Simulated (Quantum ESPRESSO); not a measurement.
The system is MnO.

```
Mn O
1.0
     0.00000    2.22200    2.22200
     2.22200    0.00000    2.22200
     2.22200    2.22200    0.00000
Mn O
1 1
Direct
  0.00000 0.00000 0.00000
  0.50000 0.50000 0.50000
```

Base run:

```yaml
Program: Quantum ESPRESSO 7.5
Functional: PBEsol
Potentials_or_basis: PseudoDojo 0.4.1 SR PBEsol standard
Cutoff: 1306 eV
Density_cutoff: 5225 eV
k_mesh: 7 × 7 × 7
Occupations: gaussian, width 0.05 eV
Spin: collinear spin, ferromagnetic start
Starting_moments: "[5.0, 0.0] μB"
Hubbard_terms: Mn d U = 2 eV
```

Its results: band gap on the k mesh none (metal or under the smearing width); pressure 0.5 GPa.

Problem. The run is repeated on the same cell with these changes: spin from collinear spin, ferromagnetic start to no spin polarisation; magnetic state asked for from fm to nm. What comes out?

Solution. Band gap on the k mesh none (metal or under the smearing width); pressure -39.0 GPa.

Caveats: a cell with one magnetic atom can't hold antiferromagnetic order, which such compounds often take (some runs); a pressure of tens of GPa on the cell as given is suspect, and the run, the potentials or the cell itself is likely at fault (some runs); an odd number of electrons without spin polarisation forces a metal (some runs); a magnetic or distorted state may lie lower (some runs); U without spin polarisation on a metal has little footing (some runs).
